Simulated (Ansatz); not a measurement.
Re:

```
Re
1.0
     0.00000    1.97500    1.97500
     1.97500    0.00000    1.97500
     1.97500    1.97500    0.00000
Re
1
Direct
  0.00000 0.00000 0.00000
```

This isn't the form of Re at room conditions, which is hcp.

* Program: Ansatz 0.2.0
* Task: relaxation of cell and atoms
* Functional: PBE
* Potentials or basis: Ansatz PAW
* Cutoff: 420 eV (not typed: the program's choice for these potentials)
* k mesh: 12 × 12 × 12
* Occupations: fermi-dirac, width 0.05 eV
* Spin: no spin polarisation

At the start: volume 15.41 Å³/atom.

Task: How do energy, volume and symmetry change on relaxing?

Result: It ends after 5 steps and the volume is 15.01 Å³/atom (-2.6 %); space group Fm-3m (No. 225, to 0.05 Å).

The path:
| step | energy change (eV) | largest force (eV/Å) | volume (Å³) |
| --- | --- | --- | --- |
| 1 | 0.0000 | 0.0000 | 15.41 |
| 2 | -0.0118 | 0.0000 | 15.05 |
| 3 | -0.0120 | 0.0000 | 15.00 |
| 4 | -0.0120 | 0.0000 | 15.01 |
| 5 | -0.0116 | 0.0000 | 15.01 |

Final structure:
```
Re
1.0
     0.00000    1.95770    1.95770
     1.95770    0.00000    1.95770
     1.95770    1.95770    0.00000
Re
1
Direct
  0.00000 0.00000 0.00000
```

Caveat: the plane-wave basis is chosen anew once the cell has moved, so the energies of steps on either side of that aren't comparable.
